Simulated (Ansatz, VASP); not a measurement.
CaO in VASP and in Ansatz

INCAR

```
SYSTEM = CaO
PREC     = Accurate       ! precision mode
ENCUT    = 520            ! plane-wave cutoff, eV
EDIFF    = 1E-6           ! SCF threshold, eV
ISMEAR   = 0              ! smearing method
SIGMA    = 0.05           ! smearing width, eV
LREAL    = .FALSE.        ! projectors in reciprocal space
LASPH    = .TRUE.         ! aspherical terms in the spheres
NELM     = 100            ! most SCF steps
ALGO     = Fast           ! electronic algorithm
ISIF     = 2              ! what is computed and relaxed
LWAVE    = .FALSE.        ! write WAVECAR
LCHARG   = .FALSE.        ! write CHGCAR
NBANDS   = 24             ! bands
```

The input KPOINTS:

```
Automatic mesh
0
G
  9 9 6
  0 0 0
```

The input POSCAR:

```
CaO
1.0
    4.1915746157      0.0000000000      0.0000000000
   -2.0957873078      3.6300100991      0.0000000000
    0.0000000000      0.0000000000      4.7848400100
Ca O
2 2
Direct
    0.3333333333      0.6666666667      0.7500000000
    0.6666666667      0.3333333333      0.2500000000
    0.3333333333      0.6666666667      0.2500000000
    0.6666666667      0.3333333333      0.7500000000
```

Input for Ansatz:

```yaml
crystal:
  lattice:
    - [4.1915746157, 0.0, 0.0]
    - [-2.0957873078, 3.6300100991, 0.0]
    - [0.0, 0.0, 4.78484001]
  atoms:
    - { symbol: Ca, position: [0.3333333333, 0.6666666667, 0.75] }
    - { symbol: Ca, position: [0.6666666667, 0.3333333333, 0.25] }
    - { symbol: O, position: [0.3333333333, 0.6666666667, 0.25] }
    - { symbol: O, position: [0.6666666667, 0.3333333333, 0.75] }
basis:
  ecutwfc: 420
kpoints:
  mp_grid: { grid: [9, 9, 6] }
hamiltonian:
  xc: lda
scf:
  occupations: { method: gaussian, width: 0.05 }
output:
  forces: true
  stress: true
  eigenvalues: true
```

Change from the starting cell: strain +0.050 along x and y, +0.000 along z, atoms carried along.

Alike in both runs: task single point; functional LDA; k mesh 9 × 9 × 6; occupations gaussian, width 0.05 eV; no spin polarisation.

|  | VASP | Ansatz |
| --- | --- | --- |
| version | VASP 6.6.1 | Ansatz 0.2.0 |
| potentials or method | VASP PAW LDA potentials, release 64 (Ca_sv, O) | scalar-relativistic, plane waves, PAW |
| plane-wave cutoff (eV) | 520 | 420 |
| valence electrons in the cell | 32 | 32 |

Ansatz gave:

| Item | Value |
| --- | --- |
| gap on the k mesh at the Fermi level (eV) | 2.57 |
| least direct gap on the mesh (eV) | 2.57 |
| pressure (GPa) | -11.2 |
| largest component of the traceless stress (GPa) | 1.18 |

Problem. What did VASP give for the same quantities?

Solution. gap on the k mesh at the Fermi level (eV): 2.56; least direct gap on the mesh (eV): 2.56; pressure (GPa): -10.8; largest component of the traceless stress (GPa): 1.35.

Caveats: an odd mesh through Γ misses points on the zone boundary, where band edges often lie.
